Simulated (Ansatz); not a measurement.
TaN:

```
Ta N
1.0
     0.00000    2.21132    2.21132
     2.21132    0.00000    2.21132
     2.21132    2.21132    0.00000
Ta N
1 1
Direct
  0.50000 0.50000 0.50000
  0.00000 0.00000 0.00000
```

The cell comes from a database or a generator and needn't be the stable form of this composition.

Base run:

* Program: Ansatz 0.2.0
* Functional: PBEsol
* Potentials or basis: Ansatz PAW
* Cutoff: 420 eV (not typed: the program's choice for these potentials)
* k mesh: 10 × 10 × 10
* Occupations: fermi-dirac, width 0.05 eV
* Spin: no spin polarisation

Its results: band gap on the k mesh none (metal or under the smearing width); pressure -10.7 GPa.

Q: After a change of settings the same cell gave: band gap on the k mesh none (metal or under the smearing width); pressure -6.2 GPa. Which change was it?
A. functional from PBEsol to LDA
B. functional from PBEsol to r2SCAN; cutoff from 420 eV (not typed: the program's choice for these potentials) to 500 eV (not typed: the program's choice for these potentials)
C. spin from no spin polarisation to spin-orbit coupling, no magnetisation; potential files from those of the base run to others of the same set

A: B.

Caveats: the PAW data sets come from PBE, with cores solved anew for the run's functional, which leaves a small shift of forces and pressure; spin-orbit coupling is left out, which moves the levels of the heavy elements (some runs).

Runs at the PBE level aren't shown here.
